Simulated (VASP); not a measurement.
Wanted: the native input for a VASP 6.6.1 run.

| Item | Value |
| --- | --- |
| Task | single point |
| Functional | PBE |
| Potentials or basis | VASP PAW PBE potentials, release 64 (Ge_d_GW) |
| Cutoff | 500 eV |
| k mesh | 5 × 5 × 3 |
| Occupations | gaussian, width 0.02 eV |
| Spin | no spin polarisation |
| Further INCAR settings | ALGO = Fast; EDIFF = 1e-07; NBANDS = 21 |

The structure of Ge lies in POSCAR:

```
Ge
1.0
    1.4880529250     -2.5946896100      0.0000000000
    1.4880529250      2.5946896100      0.0000000000
    0.0000000000      0.0000000000      4.7275957900
Ge
2
Direct
    0.3334466300      0.6665533700      0.2500000000
    0.6665533700      0.3334466300      0.7500000000
```

This isn't the form of Ge at room conditions, which is diamond.

The input as run:

INCAR

```
SYSTEM = Ge
PREC     = Accurate       ! precision mode
ENCUT    = 500            ! plane-wave cutoff, eV
EDIFF    = 1E-7           ! SCF threshold, eV
ISMEAR   = 0              ! smearing method
SIGMA    = 0.02           ! smearing width, eV
LREAL    = .False.        ! projectors in reciprocal space
LASPH    = .True.         ! aspherical terms in the spheres
NELM     = 80             ! most SCF steps
ALGO     = Fast           ! electronic algorithm
ISIF     = 2              ! what is computed and relaxed
LWAVE    = .False.        ! write WAVECAR
LCHARG   = .False.        ! write CHGCAR
GGA      = PE             ! functional
NBANDS   = 21             ! bands
```

KPOINTS

```
regular mesh
0
Gamma
  5 5 3
  0 0 0
```

Potentials or basis: VASP PAW PBE potentials, release 64 (Ge_d_GW).

Launch:

```sh
$ cat potpaw_PBE.64/Ge_d_GW/POTCAR > POTCAR
$ mpirun -np 1 vasp_std > vasp.out
```

It gave:

```
Pressure               : 4.2 GPa
Largest force          : 0.010 eV/Å
Band gap on the k mesh : none (metal or under the smearing width)
```

Caveat: the k mesh is coarse (spacing up to 0.49 Å⁻¹), so the values aren't converged.

It took 16 s on 1 thread of Intel(R) Xeon(R) Platinum 8259CL CPU @ 2.50GHz (Skylake/Cascade Lake) (shared host), peak memory 0.15 GiB.
